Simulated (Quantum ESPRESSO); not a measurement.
# SiO2 (I4/mmm) in Quantum ESPRESSO: reference runs

Aim: a first look at SiO2 with PBE, on the cell as given and on a disturbed one.

Program: Quantum ESPRESSO 7.5. These are calculated values, not measurements. Logs are shortened: lines on timing, memory, paths and dates and some standing lists are left out, and cuts for length are marked.

## Step 1: Starting point

It takes space group I4/mmm (No. 139, tetragonal). Conventional cell: a = 8.944 Å, b = 8.944 Å, c = 5.224 Å, α = 90.00°, β = 90.00°, γ = 90.00°. Around Si (site symmetry m2m) lie 4 O at 1.60 to 1.61 Å. Around O (site symmetry m2m) lie 2 Si at 1.61 Å. O (site symmetry 2/m) is surrounded by 2 Si at 1.60 Å.

The cell comes from a database or a generator and needn't be the stable form of this composition.

## Step 2: Single point, PBE

pw.in reads:

```
&CONTROL
  calculation = 'scf'
  prefix = 'pwscf'
  outdir = './tmp'
  pseudo_dir = './pseudo'
  tprnfor = .true.
  tstress = .true.
  disk_io = 'nowf'
/
&SYSTEM
  ibrav = 0
  nat = 12
  ntyp = 2
  ecutwfc = 55
  ecutrho = 440
  nbnd = 43
  occupations = 'smearing'
  smearing = 'fd'
  degauss = 0.00367493
/
&ELECTRONS
  conv_thr = 2.4d-09
  electron_maxstep = 120
  mixing_beta = 0.5
/
ATOMIC_SPECIES
Si    28.0850 Si.pbe-n-rrkjus_psl.1.0.0.UPF
O     15.9990 O.pbe-n-kjpaw_psl.0.1.UPF
CELL_PARAMETERS angstrom
  -4.4720405200    4.4720405200    2.6117703500
   4.4720405200   -4.4720405200    2.6117703500
   4.4720405200    4.4720405200   -2.6117703500
ATOMIC_POSITIONS crystal
Si     0.8231114200    0.8231114200    0.6462228400
Si     0.1768885800    0.8231114200    0.0000000000
Si     0.8231114200    0.1768885800    0.0000000000
Si     0.1768885800    0.1768885800    0.3537771600
O      0.0000000000    0.7914513400    0.7914513400
O      0.2085486600    0.0000000000    0.2085486600
O      0.7914513400    0.0000000000    0.7914513400
O      0.0000000000    0.2085486600    0.2085486600
O      0.0000000000    0.0000000000    0.5000000000
O      0.5000000000    0.0000000000    0.0000000000
O      0.0000000000    0.5000000000    0.0000000000
O      0.5000000000    0.5000000000    0.5000000000
K_POINTS automatic
6 6 6 0 0 0
```

Potentials or basis: SSSP 1.3 efficiency PBE.

Started as:

```
> OMP_NUM_THREADS=2 pw.x -in pw.in > pw.out
```

pw.out:

```text
This program is part of the open-source Quantum ESPRESSO suite
     for quantum simulation of materials; please cite
         "P. Giannozzi et al., J. Phys.:Condens. Matter 21 395502 (2009);
         "P. Giannozzi et al., J. Phys.:Condens. Matter 29 465901 (2017);
         "P. Giannozzi et al., J. Chem. Phys. 152 154105 (2020);
     in publications or presentations arising from this work. More details at

     file O.pbe-n-kjpaw_psl.0.1.UPF: wavefunction(s)  2P renormalized
     Message from routine setup:
     using ibrav=0 with symmetry is DISCOURAGED, use correct ibrav instead

     G-vector sticks info
     --------------------
     sticks:   dense  smooth     PW     G-vecs:    dense   smooth      PW
     Sum        4135    2071    623               219837    77707   13229

     Using Slab Decomposition

     bravais-lattice index     =            0
     lattice parameter (alat)  =      12.9304  a.u.
     unit-cell volume          =    1409.9478 (a.u.)^3
     number of atoms/cell      =           12
     number of atomic types    =            2
     number of electrons       =        64.00
     number of Kohn-Sham states=           43
     kinetic-energy cutoff     =      55.0000  Ry
     charge density cutoff     =     440.0000  Ry
     scf convergence threshold =      2.4E-09
     mixing beta               =       0.5000
     number of iterations used =            8  plain     mixing
     Exchange-correlation= SLA  PW   PBX  PBC
                           (   1   4   3   4   0   0   0)

     celldm(1)=  12.930428  celldm(2)=   0.000000  celldm(3)=   0.000000
     celldm(4)=   0.000000  celldm(5)=   0.000000  celldm(6)=   0.000000

     crystal axes: (cart. coord. in units of alat)
               a(1) = (  -0.653569   0.653569   0.381699 )
               a(2) = (   0.653569  -0.653569   0.381699 )
               a(3) = (   0.653569   0.653569  -0.381699 )

     reciprocal axes: (cart. coord. in units 2 pi/alat)
               b(1) = ( -0.000000  0.765030  1.309933 )
               b(2) = (  0.765030 -0.000000  1.309933 )
               b(3) = (  0.765030  0.765030  0.000000 )

     PseudoPot. # 1 for Si read from file:
     Si.pbe-n-rrkjus_psl.1.0.0.UPF
     Pseudo is Ultrasoft + core correction, Zval =  4.0
     Generated using "atomic" code by A. Dal Corso  v.5.1
     Using radial grid of 1141 points,  6 beta functions with:
                l(1) =   0
                l(2) =   0
                l(3) =   1
                l(4) =   1
                l(5) =   2
                l(6) =   2
     Q(r) pseudized with 0 coefficients

     PseudoPot. # 2 for O  read from file:
     O.pbe-n-kjpaw_psl.0.1.UPF
     Pseudo is Projector augmented-wave + core cor, Zval =  6.0
     Generated using "atomic" code by A. Dal Corso  v.5.0.99 svn rev. 10869
     Shape of augmentation charge: BESSEL
     Using radial grid of 1095 points,  4 beta functions with:
                l(1) =   0
                l(2) =   0
                l(3) =   1
                l(4) =   1
     Q(r) pseudized with 0 coefficients

     atomic species   valence    mass     pseudopotential
     Si                4.00    28.08500     Si( 1.00)
     O                 6.00    15.99900     O ( 1.00)

     16 Sym. Ops., with inversion, found

   Cartesian axes

     site n.     atom                  positions (alat units)
         1        Si     tau(   1) = (   0.4223515   0.4223515   0.3816990  )
         2        Si     tau(   2) = (   0.4223515  -0.4223515   0.3816990  )
         3        Si     tau(   3) = (  -0.4223515   0.4223515   0.3816990  )
         4        Si     tau(   4) = (   0.2312179   0.2312179  -0.0000000  )
         5        O      tau(   5) = (   1.0345367  -0.0000000  -0.0000000  )
         6        O      tau(   6) = (   0.0000000   0.2726020  -0.0000000  )
         7        O      tau(   7) = (  -0.0000000   1.0345367  -0.0000000  )
         8        O      tau(   8) = (   0.2726020   0.0000000  -0.0000000  )
         9        O      tau(   9) = (   0.3267847   0.3267847  -0.1908495  )
        10        O      tau(  10) = (  -0.3267847   0.3267847   0.1908495  )
        11        O      tau(  11) = (   0.3267847  -0.3267847   0.1908495  )
        12        O      tau(  12) = (   0.3267847   0.3267847   0.1908495  )

     number of k points=    30  Fermi-Dirac smearing, width (Ry)=  0.0037
                       cart. coord. in units 2pi/alat
        k(    1) = (   0.0000000   0.0000000   0.0000000), wk =   0.0092593
        k(    2) = (   0.1275050   0.1275050   0.0000000), wk =   0.0370370
        k(    3) = (   0.2550099   0.2550099   0.0000000), wk =   0.0370370
        k(    4) = (  -0.3825149  -0.3825149   0.0000000), wk =   0.0185185
        k(    5) = (   0.1275050  -0.0000000   0.2183221), wk =   0.0740741
        k(    6) = (   0.2550099   0.1275050   0.2183221), wk =   0.1481481
[... 22 lines left out ...]
        k(   29) = (  -0.6375248  -0.1275050  -0.0000000), wk =   0.0370370
        k(   30) = (  -0.7650297  -0.7650297  -1.3099329), wk =   0.0092593

     Dense  grid:   219837 G-vectors     FFT dimensions: (  90,  90,  90)

     Smooth grid:    77707 G-vectors     FFT dimensions: (  64,  64,  64)

     Initial potential from superposition of free atoms

     starting charge      63.9978, renormalised to      64.0000
     Starting wfcs are   48 randomized atomic wfcs

     Self-consistent Calculation

     iteration #  1     ecut=    55.00 Ry     beta= 0.50
     Davidson diagonalization with overlap
     ethr =  1.00E-02,  avg # of iterations =  4.1

     total energy              =    -379.25996680 Ry
     estimated scf accuracy    <       3.26364098 Ry

     iteration #  2     ecut=    55.00 Ry     beta= 0.50
     Davidson diagonalization with overlap
     ethr =  5.10E-03,  avg # of iterations =  2.1

     total energy              =    -380.27558904 Ry
     estimated scf accuracy    <       0.29643457 Ry

     iteration #  3     ecut=    55.00 Ry     beta= 0.50
     Davidson diagonalization with overlap
     ethr =  4.63E-04,  avg # of iterations =  7.7
[... 8 lines left out ...]
     total energy              =    -380.29938526 Ry
     estimated scf accuracy    <       0.02002861 Ry

     iteration #  5     ecut=    55.00 Ry     beta= 0.50
     Davidson diagonalization with overlap
     ethr =  3.13E-05,  avg # of iterations =  2.4

     total energy              =    -380.30040055 Ry
     estimated scf accuracy    <       0.00216641 Ry

     iteration #  6     ecut=    55.00 Ry     beta= 0.50
     Davidson diagonalization with overlap
     c_bands:  1 eigenvalues not converged
     ethr =  3.39E-06,  avg # of iterations =  6.8

     total energy              =    -380.30044113 Ry
     estimated scf accuracy    <       0.00041602 Ry

     iteration #  7     ecut=    55.00 Ry     beta= 0.50
     Davidson diagonalization with overlap
     ethr =  6.50E-07,  avg # of iterations =  2.7

     total energy              =    -380.30054730 Ry
     estimated scf accuracy    <       0.00000163 Ry

     iteration #  8     ecut=    55.00 Ry     beta= 0.50
     Davidson diagonalization with overlap
     ethr =  2.55E-09,  avg # of iterations =  5.0

     total energy              =    -380.30055017 Ry
     estimated scf accuracy    <       0.00000145 Ry
[... 5 lines left out ...]
     total energy              =    -380.30054968 Ry
     estimated scf accuracy    <       0.00000123 Ry

     iteration # 10     ecut=    55.00 Ry     beta= 0.50
     Davidson diagonalization with overlap
     ethr =  1.92E-09,  avg # of iterations =  2.0

     total energy              =    -380.30054984 Ry
     estimated scf accuracy    <       0.00000005 Ry

     iteration # 11     ecut=    55.00 Ry     beta= 0.50
     Davidson diagonalization with overlap
     ethr =  8.09E-11,  avg # of iterations =  3.1

     End of self-consistent calculation

          k = 0.0000 0.0000 0.0000 (  9695 PWs)   bands (ev):

   -19.4998 -18.6390 -18.0941 -18.0941 -17.5016 -17.4679 -17.4679 -17.4492
    -8.9995  -8.9995  -7.4445  -6.0107  -5.8276  -5.8276  -5.4910  -5.4472
    -3.3434  -2.7921  -2.7921  -2.6319  -2.1301  -2.0775  -2.0775  -1.9815
    -1.9815  -1.4238  -1.3872  -1.3872  -0.8374  -0.6860  -0.0335  -0.0258
     5.4231   8.3157   8.5898   8.8660   9.1865   9.5358   9.5358  10.2653
    10.2653  10.3076  11.2236

          k = 0.1275 0.1275 0.0000 (  9738 PWs)   bands (ev):

   -19.4649 -18.7446 -18.0921 -18.0248 -17.4939 -17.4680 -17.4679 -17.4520
    -9.0997  -8.9906  -7.2854  -5.9783  -5.8717  -5.8141  -5.5283  -5.4822
    -3.3362  -2.7533  -2.7520  -2.6180  -2.1901  -2.1562  -2.1213  -2.0786
    -1.9296  -1.4937  -1.4098  -1.2763  -0.6916  -0.6357  -0.0981  -0.0677
     5.5905   8.1570   8.5423   8.9454   9.0988   9.5644   9.6449  10.0994
    10.1706  10.3050  11.0195
[... 237 lines left out ...]
   -19.1479 -19.0799 -18.5435 -17.5255 -17.4778 -17.4707 -17.4583 -17.4583
    -9.9430  -8.1380  -6.6464  -6.4423  -5.8869  -5.7579  -5.7505  -5.4807
    -3.3365  -2.9360  -2.6994  -2.5479  -2.3631  -2.3568  -2.3282  -1.9058
    -1.7675  -1.5865  -1.5453  -0.9890  -0.8771  -0.2398  -0.0918  -0.0557
     7.0753   7.3124   8.2005   8.4519   8.7288   8.8565   9.3464   9.8121
     9.8603  10.4294  10.5917

          k =-0.7650-0.7650-1.3099 (  9732 PWs)   bands (ev):

   -19.0793 -19.0793 -18.6693 -17.4793 -17.4722 -17.4580 -17.4580 -17.4569
   -10.0526  -7.9212  -6.5812  -6.5812  -5.9542  -5.7520  -5.7520  -5.4486
    -3.3532  -3.0146  -2.7048  -2.5449  -2.3795  -2.3795  -2.2884  -1.8095
    -1.8095  -1.5853  -1.4533  -1.0313  -1.0313  -0.1879  -0.0199  -0.0199
     7.5878   7.6497   7.6497   7.9717   8.6927   8.6927   9.2106   9.8668
     9.8668  10.4172  10.6358

     the Fermi energy is     3.7927 ev

!    total energy              =    -380.30054986 Ry
     estimated scf accuracy    <          1.7E-09 Ry
     smearing contrib. (-TS)   =      -0.00000000 Ry
     internal energy E=F+TS    =    -380.30054986 Ry

     The total energy is F=E-TS. E is the sum of the following terms:
     one-electron contribution =    -250.91682791 Ry
     hartree contribution      =     154.10936865 Ry
     xc contribution           =     -85.99711538 Ry
     ewald contribution        =    -121.55407972 Ry
     one-center paw contrib.   =     -75.94189551 Ry

     convergence has been achieved in  11 iterations

     Forces acting on atoms (cartesian axes, Ry/au):

     atom    1 type  1   force =     0.00103743    0.00103743   -0.00000000
     atom    2 type  1   force =     0.00103743   -0.00103743   -0.00000000
     atom    3 type  1   force =    -0.00103743    0.00103743   -0.00000000
     atom    4 type  1   force =    -0.00103743   -0.00103743    0.00000000
     atom    5 type  2   force =    -0.00892177    0.00000000   -0.00000000
     atom    6 type  2   force =    -0.00000000    0.00892177   -0.00000000
     atom    7 type  2   force =     0.00000000   -0.00892177    0.00000000
     atom    8 type  2   force =     0.00892177   -0.00000000    0.00000000
     atom    9 type  2   force =    -0.00000000   -0.00000000   -0.00000000
     atom   10 type  2   force =     0.00000000    0.00000000    0.00000000
     atom   11 type  2   force =    -0.00000000   -0.00000000    0.00000000
     atom   12 type  2   force =    -0.00000000    0.00000000    0.00000000

     Total force =     0.018083     Total SCF correction =     0.000032

     Computing stress (Cartesian axis) and pressure

          total   stress  (Ry/bohr**3)                   (kbar)     P=       39.98
   0.00026652  -0.00000000  -0.00000000           39.21       -0.00       -0.00
  -0.00000000   0.00026652   0.00000000           -0.00       39.21        0.00
  -0.00000000  -0.00000000   0.00028234           -0.00       -0.00       41.53

=------------------------------------------------------------------------------=
   JOB DONE.
=------------------------------------------------------------------------------=
```

Run time: 3.1 min. Hardware: 2 threads of Arm Neoverse V2, shared host; peak memory 0.99 GiB.

What came out:

- Free energy: -5174.2526 eV
- Pressure: 4.0 GPa
- Largest force: 0.229 eV/Å
- Band gap on the k mesh: 5.44 eV, indirect (least direct gap 5.45 eV)

Forces in eV/Å, atoms in the order of the input:
```
Si   0.027  0.027  0.000
Si   0.027 -0.027  0.000
Si  -0.027  0.027  0.000
Si  -0.027 -0.027  0.000
O   -0.229  0.000  0.000
O    0.000  0.229  0.000
O    0.000 -0.229  0.000
O    0.229  0.000  0.000
O    0.000  0.000  0.000
O    0.000  0.000  0.000
O    0.000  0.000  0.000
O    0.000  0.000  0.000
```

## Step 3: Single point, PBE (atoms moved at random, drawn with an rms of 0.05 Å)

pw.in reads:

```
&CONTROL
  calculation = 'scf'
  prefix = 'pwscf'
  outdir = './tmp'
  pseudo_dir = './pseudo'
  tprnfor = .true.
  tstress = .true.
  disk_io = 'nowf'
/
&SYSTEM
  ibrav = 0
  nat = 12
  ntyp = 2
  ecutwfc = 55
  ecutrho = 440
  nbnd = 43
  occupations = 'smearing'
  smearing = 'fd'
  degauss = 0.00367493
/
&ELECTRONS
  conv_thr = 2.4d-09
  electron_maxstep = 120
  mixing_beta = 0.5
/
ATOMIC_SPECIES
Si    28.0850 Si.pbe-n-rrkjus_psl.1.0.0.UPF
O     15.9990 O.pbe-n-kjpaw_psl.0.1.UPF
CELL_PARAMETERS angstrom
  -4.4720405200    4.4720405200    2.6117703500
   4.4720405200   -4.4720405200    2.6117703500
   4.4720405200    4.4720405200   -2.6117703500
ATOMIC_POSITIONS crystal
Si     0.8243330000    0.8292860000    0.6461970000
Si     0.1695900000    0.8223620000   -0.0033930000
Si     0.8266850000    0.1862520000    0.0059840000
Si     0.1696330000    0.1738080000    0.3494310000
O      0.0066960000    0.7970840000    0.7908490000
O      0.2077780000    0.0071020000    0.2123220000
O      0.7933450000   -0.0047570000    0.7910620000
O      0.0066750000    0.2108910000    0.2091550000
O     -0.0004200000   -0.0003530000    0.4958600000
O      0.4958030000    0.0008330000    0.0027850000
O     -0.0023460000    0.4936580000   -0.0003190000
O      0.4981390000    0.4977890000    0.4979250000
K_POINTS automatic
6 6 6 0 0 0
```

Potentials or basis: SSSP 1.3 efficiency PBE.

Started as:

```
> OMP_NUM_THREADS=2 pw.x -in pw.in > pw.out
```

Run time: 10 min. Hardware: 2 threads of Arm Neoverse V2, shared host; peak memory 1.5 GiB.

The run converged. Its results:

| Property | Result |
| --- | --- |
| Free energy | -5173.7352 eV |
| Pressure | 5.2 GPa |
| Largest force | 3.994 eV/Å |
| Band gap on the k mesh | 5.26 eV, indirect (least direct gap 5.30 eV) |

Forces in eV/Å, atoms in the order of the input:
```
Si  -2.589  0.169 -0.804
Si   0.953  1.839 -0.286
Si  -2.501  0.763 -2.782
Si   1.229  2.206  1.118
O   -0.388 -1.485 -0.176
O   -3.602  0.310 -0.268
O    3.978 -0.354  0.015
O    0.788 -3.115 -0.108
O    0.602  0.421 -0.967
O   -0.426  0.590  0.735
O    1.594 -1.635  2.946
O    0.363  0.292  0.577
```

Stress tensor (GPa, compression positive):
```
 4.81 -1.91 -0.02
-1.91  7.05 -1.69
-0.02 -1.69  3.78
```

Levels at points of the mesh, in eV from the valence-band top:
```csv
k point,band 29,band 30,band 31,band 32,band 33,band 34,band 35,band 36
"(0.00, 0.00, 0.00)",-1.02,-0.83,-0.16,-0.04,5.26,8.06,8.48,8.63
"(0.00, 0.00, -0.50)",-0.73,-0.72,-0.44,-0.13,6.35,6.82,8.30,8.88
"(0.00, -0.50, 0.00)",-1.29,-0.84,-0.75,-0.35,7.48,7.52,8.42,8.71
"(-0.50, -0.50, -0.50)",-1.11,-0.33,-0.19,0.00,7.26,7.43,7.65,7.81
"(-0.50, 0.50, 0.00)",-0.62,-0.58,-0.44,-0.22,6.46,6.67,8.56,8.70
"(-0.50, 0.00, 0.50)",-1.13,-0.90,-0.66,-0.42,7.45,7.56,8.41,8.76
"(0.00, 0.50, -0.50)",-1.13,-1.05,-0.65,-0.44,7.49,7.52,8.47,8.63
"(0.50, 0.00, 0.00)",-1.14,-0.86,-0.83,-0.32,7.41,7.59,8.42,8.81
```

A k mesh can miss the band edges.
